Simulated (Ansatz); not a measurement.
HfO2, space group P4_2/mnm, a calculation of the dielectric tensor and Born charges

Program: Ansatz's Python interface.

Notebook, run cell by cell (the value of a cell's last expression is shown):

**Cell 1**
```python
import ansatz as az
import numpy as np
```

**Cell 2**
```python
MESH = (6, 6, 8)
FUNCTIONAL = "pbesol"
DISPERSION = "D4"
SMEARING = "fixed"
```

**Cell 3**
```python
structure = (
    az.Lattice.from_parameters(4.813533, 4.813533, 3.205415, alpha=90.0, beta=90.0, gamma=90.0)
    .atom("Hf", [0.0, 0.0, 0.0])
    .atom("Hf", [0.5, 0.5, 0.5])
    .atom("O", [0.19495512, 0.80504488, 0.5])
    .atom("O", [0.30504488, 0.30504488, 0.0])
    .atom("O", [0.69495512, 0.69495512, 0.0])
    .atom("O", [0.80504488, 0.19495512, 0.5])
)
```

**Cell 4**
```python
# an insulator: whole occupations
model = structure.calculation()
model = model.kpoints(*MESH).pseudopotentials("paw")
model = model.functional(FUNCTIONAL, dispersion=DISPERSION).occupations(SMEARING)
model = model.dielectric()
outcome = model.run()
response = outcome.dielectric
eps = np.asarray(response.eps_inf)
```
Output:
```text
DeckWarning: basis.ecutwfc = 420 eV, auto-derived from the records' recommended cutoffs: set by Hf (normal level)
```

**Cell 5**
```python
print(f"mean eps_inf {np.trace(eps) / 3:.3f}, fraction of exact exchange 1/eps = {3 / np.trace(eps):.3f}")
print(np.array2string(eps, precision=3, suppress_small=True))
for site, z in zip(outcome.lattice.sites, response.zstar_e):
    print(f"{site.symbol:2s} Z* trace/3 = {np.trace(z) / 3:+.3f} e")
print(f"charge neutrality missed by {response.zstar_sum_residual_pre_e:.4f} e before the sum rule")
```
Output:
```text
mean eps_inf 4.794, fraction of exact exchange 1/eps = 0.209
[[4.594 0.    0.   ]
 [0.    4.594 0.   ]
 [0.    0.    5.194]]
Hf Z* trace/3 = +5.653 e
Hf Z* trace/3 = +5.653 e
O  Z* trace/3 = -2.827 e
O  Z* trace/3 = -2.827 e
O  Z* trace/3 = -2.827 e
O  Z* trace/3 = -2.827 e
charge neutrality missed by 0.0053 e before the sum rule
```

Caveats:
- No spin polarisation was allowed.
- The Fermi level of a run with fixed occupations marks the highest occupied state on its mesh, not mid-gap.
- Averages over directions belong to no single polarisation, least of all in layered crystals.
- Pressure is positive in compression.
- Spin-orbit coupling, which matters for elements this heavy, is left out.
- The structure comes from a database of computed cells and needn't be a stable or known phase.
- Warnings are shown shortened and without file and line.
- This is the electronic (clamped-ion) response; a semilocal gap that is too small tends to raise it. The typed mesh is that of the SCF; the response is solved on denser meshes that the run picks.
- Timing: 4.9 min on 1 thread of Arm Neoverse V1 (shared host), peak memory 1.5 GiB.
